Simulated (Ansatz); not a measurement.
# Ga: which structure wins at one pressure, part 2 of 2

Aim: bring Ga in several structures (bcc, hcp, diamond, sc, beta tin) to one pressure and rank them by enthalpy. The pressure is set by scaling the first phase. Methods of the runs shown: LAPW. Companion runs by PAW are cited.

Ansatz 0.2.0; DFT PBE; a cell built from a prototype (bcc type), not taken from measurement. Earlier steps stand in the parts before.

## Step 5: Sc relaxed under pressure, LAPW

The input, input.yaml:

```yaml
crystal:
  lattice:
    - [2.0356559138, 0.0, 0.0]
    - [0.0, 2.0356559138, 0.0]
    - [0.0, 0.0, 2.0356559138]
  atoms:
    - { symbol: Ga, position: [0.0, 0.0, 0.0] }
kpoints:
  mp_grid: { grid: [19, 19, 19] }
scf:
  occupations: { method: fermi_dirac, width: 0.05 }
hamiltonian:
  xc: pbe
  pseudopotentials: { kind: all_electron, lapw: { basis_error: 0.0005 } }
output:
  forces: true
  stress: true
  eigenvalues: true
relax:
  f_tol: 0.005
  max_steps: 12
  cell: { p_target: 330.0, stress_tol: 0.165 }
```

Command:

```
$ ansatz run input.yaml --threads 1 --pin off --max-ram 3584MiB --backend cpu --events-out ev --progress --plain --runs-dir out
```

What it wrote:

```text
[... 1 set-up line as earlier in the session ...]
LAPW: plane waves up to 12.297 Å⁻¹, error target 5.0e-4 eV per atom; small_component_spin mean_spin; Ga in spheres of 0.987 Å, 21 of its electrons in bands, Dirac shells []
[... 8 set-up lines as earlier in the session ...]
Crystal: 1 atoms, lattice volume = 8.436 Å³
Basis set: ecut = 576.1473374993549 eV, 251 PW (Γ), exchange–correlation at level 2
Bands: 15, of which v1, the nominal top of the filled ones, is band 11 counted from 1 (10 counted from 0)
[... 1 set-up line as earlier in the session ...]
Space group: Pm-3m (ITA 221), of the structure as read, at distance tolerance 2.0e-5 Å
k-points: 220 of 6859
[... 4 set-up lines as earlier in the session ...]
iter 1 solved again at ethr=2.47e-4 eV; its pass at ethr=1.00e-1 eV (dr2=5.18e-2 eV) is discarded
SCF iter   1: F=—  HF=-52894.688806 eV  |F-HF|=—  |Δ(HF+E_count)|=         —  Δρ=4.25e-2  dr2=5.20e-2  ethr=2.47e-4  ⟨swp⟩=3.0  Hψ=21868  notcnv=0
preconditioner: auto → none  [metal: Δε(μ)=0.122 eV  Ē_g=29.984 eV  σ=0.050 eV  W_gap=0.44  n_scr=6 (ndim 8)  ℏωp=46.1 eV  f_vac=0.000  D(μ)=0.28/eV (n_scr^D=0)  sad-step TF]
SCF iter   2: F=—  HF=-52894.527033 eV  |F-HF|=—  |Δ(HF+E_count)|=   1.62e-1  Δρ=1.62e-2  dr2=7.61e-3  ethr=2.47e-4  ⟨swp⟩=2.9  Hψ=9896  notcnv=0
SCF iter   3: F=—  HF=-52894.493725 eV  |F-HF|=—  |Δ(HF+E_count)|=   3.33e-2  Δρ=1.23e-2  dr2=4.13e-3  ethr=3.63e-5  ⟨swp⟩=2.0  Hψ=8792  notcnv=0
iter 4 solved again at ethr=5.90e-7 eV; its pass at ethr=1.96e-5 eV (dr2=1.24e-4 eV) is discarded
SCF iter   4: F=—  HF=-52894.491903 eV  |F-HF|=—  |Δ(HF+E_count)|=   1.82e-3  Δρ=2.07e-3  dr2=1.24e-4  ethr=5.90e-7  ⟨swp⟩=2.0  Hψ=15558  notcnv=0
SCF iter   5: F=—  HF=-52894.491955 eV  |F-HF|=—  |Δ(HF+E_count)|=   5.16e-5  Δρ=7.98e-5  dr2=2.83e-7  ethr=5.90e-7  ⟨swp⟩=2.0  Hψ=8469  notcnv=0
SCF iter   6: F=-52894.491954 eV  HF=-52894.491954 eV  |F-HF|=1.31e-10  |Δ(HF+E_count)|=   3.73e-7  Δρ=4.50e-6  dr2=1.02e-9  ethr=1.35e-9  ⟨swp⟩=2.9  Hψ=8823  notcnv=0
SCF 1 converged in 6 iterations: F = -52894.491954 eV  dr2 = 1.02e-9
relax step   1: F+E_penalty+E_count = -52894.49195426 eV  Δ(F+E_penalty+E_count) = +0.000e0 eV  max|allowed force component| = 0.000e0 eV/Å  Δτ_max = 0.0000 Å  P = +330.327 GPa  Ω = 8.436 Å³  (6 SCF iters, accepted)
Crystal: 1 atoms, lattice volume = 8.440 Å³
Basis set: ecut = 575.9285022743477 eV, 251 PW (Γ), exchange–correlation at level 2
[... 2 set-up lines as earlier in the session ...]
iter 1 solved again at ethr=5.70e-10 eV; its pass at ethr=1.00e-1 eV (dr2=1.20e-7 eV) is discarded
SCF iter   1: F=—  HF=-52894.501858 eV  |F-HF|=—  |Δ(HF+E_count)|=         —  Δρ=2.29e-5  dr2=2.98e-8  ethr=5.70e-10  ⟨swp⟩=4.9  Hψ=18624  notcnv=0
preconditioner: auto → none  [metal: Δε(μ)=0.020 eV  Ē_g=30.918 eV  σ=0.050 eV  W_gap=0.10  n_scr=6 (ndim 8)  ℏωp=46.1 eV  f_vac=0.000  D(μ)=0.30/eV (n_scr^D=0)]
iter 2 solved again at ethr=1.28e-11 eV; its pass at ethr=1.42e-10 eV (dr2=2.68e-9 eV) is discarded
SCF iter   2: F=-52894.501858 eV  HF=-52894.501858 eV  |F-HF|=9.90e-9  |Δ(HF+E_count)|=   2.75e-8  Δρ=7.02e-6  dr2=2.68e-9  ethr=1.28e-11  ⟨swp⟩=2.0  Hψ=14956  notcnv=0
SCF 2 converged in 2 iterations: F = -52894.501858 eV  dr2 = 2.68e-9
relax step   2: F+E_penalty+E_count = -52894.50185795 eV  Δ(F+E_penalty+E_count) = -9.904e-3 eV  max|allowed force component| = 0.000e0 eV/Å  Δτ_max = 0.0000 Å  P = +329.672 GPa  Ω = 8.440 Å³  (2 SCF iters, rejected (line search))
Crystal: 1 atoms, lattice volume = 8.438 Å³
Basis set: ecut = 576.0381285893523 eV, 251 PW (Γ), exchange–correlation at level 2
iter 1 solved again at ethr=6.14e-11 eV; its pass at ethr=1.00e-1 eV (dr2=1.29e-8 eV) is discarded
SCF iter   1: F=—  HF=-52894.496898 eV  |F-HF|=—  |Δ(HF+E_count)|=         —  Δρ=4.49e-6  dr2=7.71e-10  ethr=6.14e-11  ⟨swp⟩=5.0  Hψ=19041  notcnv=0
preconditioner: auto → none  [metal: Δε(μ)=0.020 eV  Ē_g=30.922 eV  σ=0.050 eV  W_gap=0.10  n_scr=6 (ndim 8)  ℏωp=46.1 eV  f_vac=0.000  D(μ)=0.30/eV (n_scr^D=0)]
iter 2 solved again at ethr=1.00e-12 eV; its pass at ethr=3.67e-12 eV (dr2=4.90e-11 eV) is discarded
SCF iter   2: F=-52894.496898 eV  HF=-52894.496898 eV  |F-HF|=4.34e-9  |Δ(HF+E_count)|=   4.48e-9  Δρ=9.71e-7  dr2=4.90e-11  ethr=1.00e-12  ⟨swp⟩=2.0  Hψ=15924  notcnv=0
SCF 3 converged in 2 iterations: F = -52894.496898 eV  dr2 = 4.90e-11
relax step   3: F+E_penalty+E_count = -52894.49689794 eV  Δ(F+E_penalty+E_count) = -4.944e-3 eV  max|allowed force component| = 0.000e0 eV/Å  Δτ_max = 0.0000 Å  P = +330.001 GPa  Ω = 8.438 Å³  (2 SCF iters, accepted)
iter 1 solved again at ethr=1.00e-12 eV; its pass at ethr=1.00e-1 eV (dr2=4.90e-11 eV) is discarded
SCF iter   1: F=—  HF=-52894.496898 eV  |F-HF|=—  |Δ(HF+E_count)|=         —  Δρ=9.71e-7  dr2=4.90e-11  ethr=1.03e-12 (applied; sched 1.00e-12)  ⟨swp⟩=3.0  Hψ=15488  notcnv=0
SCF iter   2: F=-52894.496898 eV  HF=-52894.496898 eV  |F-HF|=9.02e-10  |Δ(HF+E_count)|=  7.13e-10  Δρ=1.02e-6  dr2=3.59e-11  ethr=1.18e-12 (applied; sched 1.00e-12)  ⟨swp⟩=3.0  Hψ=9671  notcnv=0
SCF 4 converged in 2 iterations: F = -52894.496898 eV  dr2 = 3.59e-11
relax step   4: F+E_penalty+E_count = -52894.49689794 eV  Δ(F+E_penalty+E_count) = +1.179e-9 eV  max|allowed force component| = 0.000e0 eV/Å  Δτ_max = 0.0000 Å  P = +330.000 GPa  Ω = 8.438 Å³  stress off target by 1.24e-4 GPa  SCF on the basis re-selected at this cell (its energy is not comparable with the rows above)  (2 SCF iters)
basis re-selected at this cell: Δ(F+E_penalty+E_count) = +1.179e-9 eV, ΔP = -0.001 GPa vs the last step (what re-selecting the basis moved, after the strain that the cell walked since its last selection, with what the two solves' SCF thresholds leave and, on support functions, any second-order correction that the steps lacked; it is no measure of the basis error at this ecutwfc). This SCF's stress stands 1.24e-4 GPa from its target on what of the cell is left free (relax.cell.stress_tol is 1.65e-1 GPa) and its largest allowed force component is 0.00e0 eV/Å (relax.f_tol is 5.00e-3 eV/Å): within both
SCF converged after 2 iterations
Free energy (F): -52894.496898 eV
Harris-Foulkes:  -52894.496898 eV  (|F-HF|=9.02e-10)
Internal energy: -52894.494521 eV  (E = F + TS)
E sigma→0 (E₀):  -52894.495710 eV
Entropy (-TS):   -0.002376 eV (-2.376 meV/atom)
Fermi energy:    30.231922 eV
--- Per-component energies (eV) ---
  E_band       = -431.768221
  E_kinetic    = 53986.463917
  E_xc         = -2067.858594
  E_electrostatic = -104813.099845  (all electrons and nuclei)
  E_smearing   = -0.002376  (= −TS)
  E_closure    = 0.000000  (closes the sum)
  E_atoms      = -52896.944559  (free atoms, spherical and without spin; not in F)
  Σ components = -52894.496898   (vs F -52894.496898, Δ=0.00e0)
  Basis errors (estimates in eV, not in F): energy 1.5e-4 per atom: plane waves 1.5e-4 (8.5e-5 summed), levels above the bands 1.6e-112, relativity 3.2e-8, radial functions 3.9e-6, core shells 7.2e-9; eigenvalues (radial functions only) 7.3e-7; not estimated: angular momenta, meshes, grids; target (lapw.basis_error) 5.0e-4; muffin-tin radii Ga 0.987 Å
--- Forces (eV/Å), atoms counted from 1 ---
  atom   1  Ga     0.00000000    -0.00000000     0.00000000
  max |Σ_I F_I| component: 8.22e-32 eV/Å
--- Stress (GPa, compression-positive) ---
      329.999876       0.000000      -0.000000
        0.000000     329.999876      -0.000000
       -0.000000      -0.000000     329.999876
  P = ⅓ Tr σ = 329.9999 GPa (3299.999 kbar)
--- Band table (eV; the first three rows and the last of 220) ---
  k-point 0: bands = ["-115.6611", "-66.2484", "-66.2484", "-66.2484", "10.8110", "11.0482", "11.0482", "14.1790", "14.1790", "14.1790", "46.2510", "46.2510", "46.2510", "49.2791", "49.2791"]
  k-point 1: bands = ["-115.6602", "-66.2560", "-66.2478", "-66.2478", "10.9089", "11.0573", "11.1011", "14.1525", "14.1525", "14.1812", "44.3131", "46.3822", "46.3822", "49.3311", "50.8895"]
  k-point 2: bands = ["-115.6574", "-66.2778", "-66.2461", "-66.2461", "11.0764", "11.0837", "11.3820", "14.0762", "14.0762", "14.1875", "41.3385", "46.7724", "46.7724", "49.4878", "52.7103"]
  k-point 219: bands = ["-115.5571", "-66.4655", "-66.4654", "-66.4654", "11.7099", "11.7242", "11.7242", "14.9032", "14.9032", "35.0254", "35.7075", "35.7075", "39.7339", "41.8737", "41.8737"]
--- Relaxed structure (3 steps of the walk, 2 accepted, 1 SCFs on fresh bases) ---
  F+E_penalty+E_count = -52894.49689794 eV   max|allowed force component| = 0.000e0 eV/Å   (the final SCF, on the basis selected at the relaxed cell)
  cell:  # Å, volume = 8.4379 Å³
    - [2.0358488708428055, 2.5679065925163143e-34, 0.0]
    - [2.5679065925163143e-34, 2.0358488708428055, 6.419766481290786e-35]
    - [0.0, 6.419766481290786e-35, 2.0358488708428055]
  atoms:
    - { symbol: Ga, position: [0.0, 0.0, 0.0] }
```

Run time: 25 s. Hardware: 1 thread of Intel Xeon 6975P-C (Granite Rapids), shared host; peak memory 0.51 GiB.

Relaxation path:

```
step  energy from step 1 (eV/cell)  largest force component (eV/Å)  pressure (GPa)  volume (Å³)
   1                        0.0000                          0.0000          330.33         8.44
  2x                       -0.0099                          0.0000          329.67         8.44
   3                       -0.0049                          0.0000          330.00         8.44
   4                       -0.0049                          0.0000          330.00         8.44
```

Step 1 is the start. Step 4 repeats the geometry before on a plane-wave basis chosen anew for that cell, so the energy can jump there without any move; the table keeps such jumps. 1 step was tried and not accepted (marked x).

| input's cell | before | after | change |
| --- | --- | --- | --- |
| a (Å) | 2.036 | 2.036 | +0.0 % |
| b (Å) | 2.036 | 2.036 | +0.0 % |
| c (Å) | 2.036 | 2.036 | +0.0 % |
| volume (Å³/atom) | 8.44 | 8.44 | +0.0 % |

This run gives: pressure 330.00 GPa; no gap.

## Step 6: Beta tin relaxed under pressure, LAPW

The input, input.yaml:

```yaml
crystal:
  lattice:
    - [-1.9964601513, 1.9964601513, 1.0446023989]
    - [1.9964601513, -1.9964601513, 1.0446023989]
    - [1.9964601513, 1.9964601513, -1.0446023989]
  atoms:
    - { symbol: Ga, position: [-0.375, -0.125, -0.25] }
    - { symbol: Ga, position: [0.375, 0.125, 0.25] }
kpoints:
  mp_grid: { grid: [20, 20, 20] }
scf:
  occupations: { method: fermi_dirac, width: 0.05 }
hamiltonian:
  xc: pbe
  pseudopotentials: { kind: all_electron, lapw: { basis_error: 0.0005 } }
output:
  forces: true
  stress: true
  eigenvalues: true
relax:
  f_tol: 0.005
  max_steps: 12
  cell: { p_target: 330.0, stress_tol: 0.165 }
```

Command:

```
$ ansatz run input.yaml --threads 1 --pin off --max-ram 3584MiB --backend cpu --events-out ev --progress --plain --runs-dir out
```

What it wrote:

```text
[... 1 set-up line as earlier in the session ...]
LAPW: plane waves up to 12.106 Å⁻¹, error target 5.0e-4 eV per atom; small_component_spin mean_spin; Ga in spheres of 1.001 Å, 21 of its electrons in bands, Dirac shells []
[... 8 set-up lines as earlier in the session ...]
Crystal: 2 atoms, lattice volume = 16.655 Å³
Basis set: ecut = 558.3274409733164 eV, 501 PW (Γ), FFT grids on a1+a2, a2, a3, exchange–correlation at level 2
Bands: 26, of which v1, the nominal top of the filled ones, is band 21 counted from 1 (20 counted from 0)
Symmetry: 16 space group operations
Space group: I41/amd (ITA 141), of the structure as read, at distance tolerance 2.6e-5 Å
k-points: 641 of 8000
[... 4 set-up lines as earlier in the session ...]
iter 1 solved again at ethr=2.51e-4 eV; its pass at ethr=1.00e-1 eV (dr2=1.05e-1 eV) is discarded
SCF iter   1: F=—  HF=-105789.593307 eV  |F-HF|=—  |Δ(HF+E_count)|=         —  Δρ=4.15e-2  dr2=1.06e-1  ethr=2.51e-4  ⟨swp⟩=3.0  Hψ=110036  notcnv=0
preconditioner: auto → none  [metal: Δε(μ)=0.009 eV  Ē_g=24.204 eV  σ=0.050 eV  W_gap=0.04  n_scr=8 (ndim 8)  ℏωp=46.4 eV  f_vac=0.000  D(μ)=0.65/eV (n_scr^D=4)  sad-step TF]
SCF iter   2: F=—  HF=-105789.277342 eV  |F-HF|=—  |Δ(HF+E_count)|=   3.16e-1  Δρ=1.62e-2  dr2=1.71e-2  ethr=2.51e-4  ⟨swp⟩=3.0  Hψ=52560  notcnv=0  defer=2
SCF iter   3: F=—  HF=-105789.212334 eV  |F-HF|=—  |Δ(HF+E_count)|=   6.50e-2  Δρ=1.19e-2  dr2=8.49e-3  ethr=4.07e-5  ⟨swp⟩=2.0  Hψ=46552  notcnv=0
iter 4 solved again at ethr=5.40e-7 eV; its pass at ethr=2.02e-5 eV (dr2=2.27e-4 eV) is discarded
SCF iter   4: F=—  HF=-105789.206536 eV  |F-HF|=—  |Δ(HF+E_count)|=   5.80e-3  Δρ=2.00e-3  dr2=2.27e-4  ethr=5.40e-7  ⟨swp⟩=2.0  Hψ=80823  notcnv=0
SCF iter   5: F=—  HF=-105789.206570 eV  |F-HF|=—  |Δ(HF+E_count)|=   3.32e-5  Δρ=9.39e-5  dr2=6.01e-7  ethr=5.39e-7  ⟨swp⟩=2.0  Hψ=45619  notcnv=0
SCF iter   6: F=-105789.206569 eV  HF=-105789.206569 eV  |F-HF|=9.46e-10  |Δ(HF+E_count)|=   5.44e-7  Δρ=5.98e-6  dr2=2.62e-9  ethr=1.43e-9  ⟨swp⟩=2.9  Hψ=47415  notcnv=0
SCF 1 converged in 6 iterations: F = -105789.206569 eV  dr2 = 2.62e-9
relax step   1: F+E_penalty+E_count = -105789.20656914 eV  Δ(F+E_penalty+E_count) = +0.000e0 eV  max|allowed force component| = 3.469e-18 eV/Å  Δτ_max = 0.0000 Å  P = +330.163 GPa  Ω = 16.655 Å³  (6 SCF iters, accepted)
Crystal: 2 atoms, lattice volume = 16.659 Å³
Basis set: ecut = 558.2366542191963 eV, 501 PW (Γ), FFT grids on a1+a2, a2, a3, exchange–correlation at level 2
[... 2 set-up lines as earlier in the session ...]
iter 1 solved again at ethr=1.49e-10 eV; its pass at ethr=1.00e-1 eV (dr2=6.25e-8 eV) is discarded
SCF iter   1: F=—  HF=-105789.214939 eV  |F-HF|=—  |Δ(HF+E_count)|=         —  Δρ=2.10e-5  dr2=6.10e-8  ethr=1.49e-10  ⟨swp⟩=4.7  Hψ=102618  notcnv=0
preconditioner: auto → none  [metal: Δε(μ)=0.008 eV  Ē_g=25.094 eV  σ=0.050 eV  W_gap=0.04  n_scr=8 (ndim 8)  ℏωp=46.4 eV  f_vac=0.000  D(μ)=0.64/eV (n_scr^D=4)]
SCF iter   2: F=-105789.214939 eV  HF=-105789.214939 eV  |F-HF|=7.09e-9  |Δ(HF+E_count)|=   3.19e-8  Δρ=7.43e-6  dr2=7.48e-9  ethr=1.45e-10  ⟨swp⟩=2.0  Hψ=45619  notcnv=0
SCF 2 converged in 2 iterations: F = -105789.214939 eV  dr2 = 7.48e-9
relax step   2: F+E_penalty+E_count = -105789.21493908 eV  Δ(F+E_penalty+E_count) = -8.370e-3 eV  max|allowed force component| = 3.469e-18 eV/Å  Δτ_max = 0.0000 Å  P = +329.883 GPa  Ω = 16.659 Å³  (2 SCF iters, accepted)
iter 1 solved again at ethr=1.78e-11 eV; its pass at ethr=1.00e-1 eV (dr2=7.49e-9 eV) is discarded
SCF iter   1: F=—  HF=-105789.214939 eV  |F-HF|=—  |Δ(HF+E_count)|=         —  Δρ=7.42e-6  dr2=7.47e-9  ethr=1.78e-11  ⟨swp⟩=3.0  Hψ=78023  notcnv=0  reapply=4
SCF iter   2: F=-105789.214939 eV  HF=-105789.214939 eV  |F-HF|=1.28e-9  |Δ(HF+E_count)|=   6.96e-9  Δρ=3.11e-6  dr2=1.28e-9  ethr=1.78e-11  ⟨swp⟩=2.0  Hψ=45619  notcnv=0
SCF 3 converged in 2 iterations: F = -105789.214939 eV  dr2 = 1.28e-9
relax step   3: F+E_penalty+E_count = -105789.21493910 eV  Δ(F+E_penalty+E_count) = -1.749e-8 eV  max|allowed force component| = 1.735e-17 eV/Å  Δτ_max = 0.0000 Å  P = +329.884 GPa  Ω = 16.659 Å³  stress off target by 1.43e-1 GPa  SCF on the basis re-selected at this cell (its energy is not comparable with the rows above)  (2 SCF iters)
basis re-selected at this cell: Δ(F+E_penalty+E_count) = -1.749e-8 eV, ΔP = +0.000 GPa vs the last step (what re-selecting the basis moved, after the strain that the cell walked since its last selection, with what the two solves' SCF thresholds leave and, on support functions, any second-order correction that the steps lacked; it is no measure of the basis error at this ecutwfc). This SCF's stress stands 1.43e-1 GPa from its target on what of the cell is left free (relax.cell.stress_tol is 1.65e-1 GPa) and its largest allowed force component is 1.73e-17 eV/Å (relax.f_tol is 5.00e-3 eV/Å): within both
SCF converged after 2 iterations
Free energy (F): -105789.214939 eV
Harris-Foulkes:  -105789.214939 eV  (|F-HF|=1.28e-9)
Internal energy: -105789.209844 eV  (E = F + TS)
E sigma→0 (E₀):  -105789.212392 eV
Entropy (-TS):   -0.005095 eV (-2.547 meV/atom)
Fermi energy:    30.899233 eV
--- Per-component energies (eV) ---
  E_band       = -837.397876
  E_kinetic    = 107971.723478
  E_xc         = -4135.891783
  E_electrostatic = -209625.041540  (all electrons and nuclei)
  E_smearing   = -0.005095  (= −TS)
  E_closure    = 0.000000  (closes the sum)
  E_atoms      = -105793.889118  (free atoms, spherical and without spin; not in F)
  Σ components = -105789.214939   (vs F -105789.214939, Δ=0.00e0)
  Basis errors (estimates in eV, not in F): energy 1.5e-4 per atom: plane waves 1.5e-4 (8.1e-5 summed), levels above the bands 1.1e-105, relativity 2.6e-8, radial functions 3.6e-6, core shells 4.6e-9; eigenvalues (radial functions only) 3.4e-7; not estimated: angular momenta, meshes, grids; target (lapw.basis_error) 5.0e-4; muffin-tin radii Ga 1.001 Å
--- Forces (eV/Å), atoms counted from 1 ---
  atom   1  Ga    -0.00000000    -0.00000000     0.00000000
  atom   2  Ga     0.00000000     0.00000000     0.00000000
  max |Σ_I F_I| component: 2.08e-17 eV/Å
--- Stress (GPa, compression-positive) ---
      329.897283      -0.000000      -0.000000
       -0.000000     329.897283       0.000000
       -0.000000       0.000000     329.856700
  P = ⅓ Tr σ = 329.8838 GPa (3298.838 kbar)
--- Band table (eV; the first three rows and the last of 641) ---
  k-point 0: bands = ["-115.0036", "-114.9419", "-65.8208", "-65.8208", "-65.6217", "-65.6186", "-65.6145", "-65.6145", "11.0531", "11.8669", "12.0221", "12.3432", "12.4806", "14.2344", "14.2344", "14.2657", "14.2657", "14.7577", "15.2578", "28.6361", "28.6361", "35.1211", "35.5061", "47.8716", "47.8716", "50.8738"]
  k-point 1: bands = ["-115.0032", "-114.9422", "-65.8197", "-65.8197", "-65.6252", "-65.6184", "-65.6158", "-65.6122", "11.1011", "11.8846", "12.0334", "12.3389", "12.4783", "14.2294", "14.2385", "14.2692", "14.2698", "14.7477", "15.2333", "28.1679", "28.7133", "35.2759", "35.9202", "47.1286", "47.4748", "51.6504"]
  k-point 2: bands = ["-115.0021", "-114.9434", "-65.8164", "-65.8161", "-65.6321", "-65.6199", "-65.6180", "-65.6091", "11.2426", "11.9369", "12.0672", "12.3268", "12.4735", "14.2130", "14.2504", "14.2784", "14.2819", "14.7190", "15.1636", "27.0586", "28.9421", "35.4026", "37.2054", "45.7557", "46.5425", "52.7009"]
  k-point 640: bands = ["-114.9724", "-114.9724", "-65.8473", "-65.8473", "-65.6206", "-65.6206", "-65.5941", "-65.5941", "12.2304", "12.2304", "12.6276", "12.6276", "13.8978", "13.8978", "14.2958", "14.2958", "14.3331", "14.3331", "20.4512", "20.4512", "23.7787", "23.7787", "47.0593", "47.0593", "56.3105", "56.3105"]
--- Relaxed structure (2 steps of the walk, 2 accepted, 1 SCFs on fresh bases) ---
  F+E_penalty+E_count = -105789.21493910 eV   max|allowed force component| = 1.735e-17 eV/Å   (the final SCF, on the basis selected at the relaxed cell)
  cell:  # Å, volume = 16.6586 Å³
    - [-1.9967022976480822, 1.9967022976480822, 1.0446038259739792]
    - [1.9967022976480822, -1.9967022976480822, 1.0446038259739792]
    - [1.9967022976480822, 1.9967022976480822, -1.0446038259739792]
  atoms:
    - { symbol: Ga, position: [-0.375, -0.125, -0.25] }
    - { symbol: Ga, position: [0.375, 0.125, 0.25] }
```

Run time: 2.4 min. Hardware: 1 thread of Intel Xeon 6975P-C (Granite Rapids), shared host; peak memory 2 GiB.

The steps of the relaxation:

```
step  energy from step 1 (eV/cell)  largest force component (eV/Å)  pressure (GPa)  volume (Å³)
   1                        0.0000                          0.0000          330.16        16.65
   2                       -0.0084                          0.0000          329.88        16.66
   3                       -0.0084                          0.0000          329.88        16.66
```

Step 1 is the start. Step 3 repeats the geometry before on a plane-wave basis chosen anew for that cell, so the energy can jump there without any move; the table keeps such jumps.

| input's cell | before | after | change |
| --- | --- | --- | --- |
| a (Å) | 3.010 | 3.011 | +0.0 % |
| b (Å) | 3.010 | 3.011 | +0.0 % |
| c (Å) | 3.010 | 3.011 | +0.0 % |
| volume (Å³/atom) | 8.33 | 8.33 | +0.0 % |

This run gives: pressure 329.88 GPa; no gap.

## Step 7: Side by side

The PAW rows are taken from companion runs at the same settings.

Enthalpy per atom, H = F + pV at p = 330 GPa, from each method's lowest phase:

```
method     start  space group, start → end  volume (Å³/atom)  pressure (GPa)  enthalpy (meV/atom)
  LAPW       bcc             Im-3m → Im-3m             8.091           330.0                147.4
  LAPW       hcp       P6_3/mmc → P6_3/mmc             8.057           330.0                  0.0
  LAPW   diamond             Fd-3m → Fd-3m             9.585           330.0               5104.0
  LAPW        sc             Pm-3m → Pm-3m             8.438           330.0               1132.1
  LAPW  beta tin       I4_1/amd → I4_1/amd             8.329           329.9                797.7
   PAW       bcc             Im-3m → Im-3m             8.089           330.0                147.6
   PAW       hcp       P6_3/mmc → P6_3/mmc             8.056           330.0                  0.0
   PAW   diamond             Fd-3m → Fd-3m             9.570           330.0               5097.8
   PAW        sc             Pm-3m → Pm-3m             8.436           330.0               1131.9
   PAW  beta tin       I4_1/amd → I4_1/amd             8.327           330.0                798.1
```

## Step 8: Summary of results

What follows sums up all 2 parts.

```
     quantity                          value
     pressure                        330 GPa
lowest (LAPW)  hcp, 147.4 meV/atom under bcc
 lowest (PAW)  hcp, 147.6 meV/atom under bcc
```

What this shows: By LAPW the order is hcp < bcc < beta tin < sc < diamond. By PAW the order is hcp < bcc < beta tin < sc < diamond. The methods agree on the lowest phase. Only these structures were tried, with electrons smeared by 0.05 eV and without vibrations, so the true ground state may be another. The k meshes differ between phases and weren't tested, which can move differences by some meV.
